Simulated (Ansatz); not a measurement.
# Al$_{2}$Cu: opening a crack plane

Al$_{2}$Cu, P4/mmm, a = 4.084 Å, c = 2.846 Å. The structure is a Materials Project entry; whether it is the stable form wasn't checked. Ansatz: PBEsol, PAW, 420 eV, Γ-centred 11×16×4 mesh on 9 atoms, Gaussian smearing 0.15 eV; no spin polarisation. One cut on (100) per cell of 9 atoms is opened rigidly by x, between planes of Al+Cu and Al that stand 2.04 Å apart; y is the energy per area (11.625 Å², 1 eV/Å² = 16.02 J/m²).

```tsv
x (Å)	y (J/m²)
0.00	0.000
0.25	0.188
0.50	?
0.75	1.014
1.00	1.384
1.50	1.887
2.00	2.152
3.00	2.350
4.50	2.393
6.00	2.396
```

Q: Fit the universal binding curve y = W[1 − (1 + x/l) e^(−x/l)] to the other rows, give the peak stress, and predict the missing value.

A: Least squares gives W = 2.40 J/m² and l = 0.518 Å. The stress dy/dx peaks at x = l with W/(e l) = 17.0 GPa, for rigid faces. At x = 0.50: x/l = 0.965, y = 0.604 J/m². The run gave 0.586 J/m², so the fit is 0.018 J/m² too high, a small miss on the scale of the series.

Cost: 12 runs of about 21 core-minutes in all, on Intel Xeon Processor @ 2.70GHz (shared hosts).

The energy climbs most steeply at openings of roughly half an ångström and is almost flat by 3.00 Å, as expected when metallic cohesion across a plane is lost. The bonding comes from overlapping electron density, chiefly Al s and p states with Cu s and some d admixture, and this overlap decays roughly exponentially into the gap. That shared decay is why a two-parameter curve works for many metals and describes this intermetallic well too.

The misfit is nevertheless systematic at small openings: the curve lies above the computed energy at both 0.25 and 0.50 Å. The initial stiffness implied by W and l is therefore probably somewhat too high, whereas the plateau and the peak stress are better constrained. A single length has to serve both the near-harmonic start and the decaying tail, which need not scale together exactly.

Because the cut exposes one mixed Al+Cu face and one pure Al face, W is the sum of two unlike surface energies, and the series can't divide it between them.
